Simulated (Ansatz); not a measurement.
# MoS2: the cost of one run

Computed with Ansatz 0.2.0 (DFT PBE+D3(BJ), scalar-relativistic, plane waves, PAW, unless a step's input says otherwise).

2 further runs of the same task are left out: 2 set aside as unsound or not needed.

### Step 1. Starting point

The structure is hexagonal, space group P-6m2 (No. 187). The conventional cell has a = 3.150 Å, b = 3.150 Å, c = 6.646 Å, α = 90.00°, β = 90.00°, γ = 120.00°. Around Mo (site symmetry -6m2) lie 6 S at 2.40 Å. Around S (site symmetry 3m) lie 3 Mo at 2.40 Å.

Structure file:

```
CELL_PARAMETERS angstrom
3.14950 0.00000 0.00000
-1.57475 2.72755 0.00000
0.00000 0.00000 6.64571
ATOMIC_POSITIONS crystal
Mo 0.00000 0.00000 0.00000
S 0.33333 0.66667 0.23576
S 0.33333 0.66667 0.76424
```

It goes back to an entry of the Materials Project, which need not be the stable form.

It is the result of an earlier relaxation at this level (volume 19.03 Å³/atom; gap on the mesh: 1.21 eV).

### Step 2. Band edges over the zone of the host

The input, input.yaml:

```yaml
crystal:
  lattice:
    - [3.1495043331, 0.0, 0.0]
    - [-1.5747521666, 2.7275507618, 0.0]
    - [0.0, 0.0, 6.6457095426]
  atoms:
    - { symbol: Mo, position: [0.0, 0.0, 0.0] }
    - { symbol: S, position: [0.3333333333, 0.6666666667, 0.2357574547] }
    - { symbol: S, position: [0.3333333333, 0.6666666667, 0.7642425453] }
basis:
  ecutwfc: 420
  xc_grid: 2
kpoints:
  mp_grid: { grid: [12, 12, 4] }
  band_path: { path: [VBM, CBM], npoints: 2 }
hamiltonian:
  xc: pbe
  dispersion: d3bj
scf:
  occupations: { method: gaussian, width: 0.01 }
output:
  forces: true
  stress: true
  eigenvalues: true
```

The run is started by

```
$ ansatz run input.yaml --threads 4 --pin off --max-ram 10240MiB --backend cpu --events-out ev --progress --plain --runs-dir out
```

What time and memory should one allow on 4 threads of AMD EPYC 9R45 (Zen 5), shared host?

About 1.1 s, with a peak of 0.44 GiB.
